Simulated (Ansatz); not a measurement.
**Mo: pressure against volume**

The task here is to estimate one member of a computed series from the others.

The COD entry's cell or inner coordinates are ideal or old and differ from later refinements, so a difference from it is no clean test against experiment.

Method: DFT PBE, scalar-relativistic, in Ansatz 0.2.0.

## Starting point

The structure is cubic, space group Im-3m (No. 229). The conventional cell has a = 3.142 Å, b = 3.142 Å, c = 3.142 Å, α = 90.00°, β = 90.00°, γ = 90.00°. Mo (site symmetry m-3m) has 8 Mo at 2.72 Å as nearest neighbours.

As a file:

```cif
data_structure
_symmetry_space_group_name_H-M 'P 1'
_symmetry_Int_Tables_number 1
_cell_length_a 2.7211
_cell_length_b 2.7211
_cell_length_c 2.7211
_cell_angle_alpha 109.471
_cell_angle_beta 109.471
_cell_angle_gamma 109.471
_cell_volume 15.51
loop_
_atom_site_label
_atom_site_type_symbol
_atom_site_fract_x
_atom_site_fract_y
_atom_site_fract_z
_atom_site_occupancy
Mo1 Mo 0.00000 0.00000 0.00000 1
```

The cell is a deposited one (Crystallography Open Database entry 9011605); the temperature and pressure of the measurement aren't taken into account, and nothing was relaxed.

Set-up of the first run:

The input, input.yaml:

```yaml
crystal:
  lattice:
    - [-1.5497676675, 1.5497676675, 1.5497676675]
    - [1.5497676675, -1.5497676675, 1.5497676675]
    - [1.5497676675, 1.5497676675, -1.5497676675]
  atoms:
    - { symbol: Mo, position: [0.0, 0.0, 0.0] }
kpoints:
  mp_grid: { grid: [16, 16, 16] }
scf:
  occupations: { method: fermi_dirac, width: 0.05 }
hamiltonian:
  xc: pbe
  pseudopotentials: { kind: all_electron, lapw: { basis_error: 0.001 } }
output:
  forces: true
  stress: true
  eigenvalues: true
```

Started as:

```bash
> ansatz run input.yaml --threads 1 --pin off --max-ram 2048MiB --backend cpu --events-out ev --progress --plain --runs-dir out
```

Steps of the session up to this table: Volume × 0.96, LAPW; Volume × 0.96, PAW; Volume × 0.96, crystal datasets; Volume × 0.98, LAPW; Volume × 0.98, PAW; Volume × 1.02, LAPW; Volume × 1.02, PAW; Volume × 1.04, LAPW; Volume × 1.04, PAW; Volume × 1.04, crystal datasets.

One table of the session follows, with a row left open; its other results are not shown here.

It belongs to the step «The equation of state». 

| method | volume (Å³/atom) | pressure (GPa) |
| --- | --- | --- |
| LAPW | 14.889 | 17.03 |
| LAPW | 15.199 | ? |
| LAPW | 15.509 | 4.64 |
| LAPW | 15.819 | -0.66 |
| LAPW | 16.130 | -5.45 |
| PAW | 14.889 | 17.05 |
| PAW | 15.199 | 10.54 |
| PAW | 15.509 | 4.66 |
| PAW | 15.819 | -0.65 |
| PAW | 16.130 | -5.44 |
| crystal datasets | 14.889 | 17.03 |
| crystal datasets | 15.509 | 4.65 |
| crystal datasets | 16.130 | -5.44 |

Estimate the missing values for LAPW, 15.199.

As computed: pressure (GPa): 10.52. In the column «pressure (GPa)» it lies between PAW, 15.509 (4.66) and PAW, 15.199 (10.54).

Caveats from the session: Warnings in the runs' records: gradients without spin orbit, crystal datasets made, printed levels off.
